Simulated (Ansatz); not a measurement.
LiCl at -1 GPa: from Born charge to LO–TO splitting and polaron coupling

Theory: DFT PBE, scalar-relativistic, plane waves, PAW in Ansatz 0.2.0. Cutoff 420 eV, 8×8×8 k-points (Γ-centred), fixed occupations. No spin polarisation. Phonons by linear response, acoustic sum rule imposed.

The cell, relaxed at -1 GPa:
```cif
data_structure
_symmetry_space_group_name_H-M 'Fm-3m'
_symmetry_Int_Tables_number 225
_cell_length_a 5.2088
_cell_length_b 5.2088
_cell_length_c 5.2088
_cell_angle_alpha 90.000
_cell_angle_beta 90.000
_cell_angle_gamma 90.000
_cell_volume 141.32
loop_
_atom_site_label
_atom_site_type_symbol
_atom_site_symmetry_multiplicity
_atom_site_Wyckoff_symbol
_atom_site_fract_x
_atom_site_fract_y
_atom_site_fract_z
_atom_site_occupancy
Li1 Li 4 a 0.00000 0.00000 0.00000 1
Cl1 Cl 4 b 0.50000 0.00000 0.00000 1
```

Linear response gives ν_TO = 141.8 cm⁻¹, Born charges ±1.193 e (positive on Li) and ε∞ = 2.901. The primitive cell holds 35.330 Å³, and the masses are 6.940 and 35.450 amu.

Q: Find ν_LO and the static dielectric constant.

A: The long-wave field adds a restoring force: ω_LO² − ω_TO² = Z*²e²/(ε_vac ε∞ μV). In these units ν_LO² − ν_TO² = 4.92064×10⁷ Z*²/(μ V ε∞) cm⁻², with μ = m₁m₂/(m₁ + m₂) = 5.804 amu: 117721 cm⁻². So ν_LO = √(141.8² + 117721) = 371.3 cm⁻¹, and the run gives 371.3. Lyddane–Sachs–Teller then gives ε0 = ε∞ (ν_LO/ν_TO)² = 19.89, against 19.88 in the run (it forms both from the same three quantities, so the match checks the arithmetic only). Between ν_TO and ν_LO the dielectric function is negative and an undamped crystal reflects fully: a reststrahlen band from 26.9 to 70.5 μm.

Q: What do the Clausius–Mossotti polarisability and the Szigeti charge come to?

A: With the Lorentz local field, α = (3V/4π)(ε∞ − 1)/(ε∞ + 2) = 3.27 Å³ for the pair, and e_S = 3Z*/(ε∞ + 2) = 0.73 e. The Born charge includes the electrons' response to the dipole's own local field, and e_S takes that enhancement out. The Lorentz field assumes point-like polarisable ions, a fair picture at this small ε∞.

Q: How strongly does a slow electron couple to the LO mode?

A: For one isotropic parabolic band, Fröhlich's constant is α_F = (1/ε∞ − 1/ε0) √(m* Ry/ħω_LO), with Ry = 13.606 eV, ħω_LO = 46.0 meV and m* in free-electron masses: α_F = 0.2944 × 17.19 × √m* = 5.06 √m*. The band mass isn't part of this run; for m* = 0.1, 0.3 and 1 it gives 1.60, 2.77, 5.06. In weak coupling the polaron lies α_F ħω_LO below the band edge (128 meV at m* = 0.3) with a mass m*(1 + α_F/6); past α_F of about 5 or 6 that expansion fails. A semilocal functional's ε∞ tends to be too large, which taken alone lowers α_F.